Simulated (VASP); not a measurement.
A run of VASP 6.6.1 is set up as follows.

Contents of INCAR:

```
SYSTEM = Cu3Au
PREC = Accurate
ENCUT = 520
EDIFF = 1E-6
ISMEAR = 0
SIGMA = 0.1
LREAL = .FALSE.
LASPH = .TRUE.
NELM = 100
ALGO = Fast
ISIF = 2
LWAVE = .FALSE.
LCHARG = .TRUE.
GGA = PE
LELF = .TRUE.
LVHAR = .TRUE.
NBANDS = 30
```

File KPOINTS:

```
regular mesh
0
G
  6 6 6
  0 0 0
```

POSCAR

```
Cu3Au
1.0
    3.7400000000      0.0000000000      0.0000000000
    0.0000000000      3.7400000000      0.0000000000
    0.0000000000      0.0000000000      3.7400000000
Cu Au
3 1
Direct
    0.0000000000      0.5000000000      0.5000000000
    0.5000000000      0.0000000000      0.5000000000
    0.5000000000      0.5000000000      0.0000000000
    0.0000000000      0.0000000000      0.0000000000
```

Potentials or basis: VASP PAW PBE potentials, release 64 (Cu, Au).

The run is started by

```bash
$ cat potpaw_PBE.64/Cu/POTCAR potpaw_PBE.64/Au/POTCAR > POTCAR
$ mpirun -np 1 vasp_std > vasp.out
```

Problem. Estimate the band gap on the k mesh.

Solution. None (metal or under the smearing width).

Problem. What does it give for the pressure?

Solution. 5.4 GPa.

The run has no spin-orbit coupling, so splittings on Au are missing.
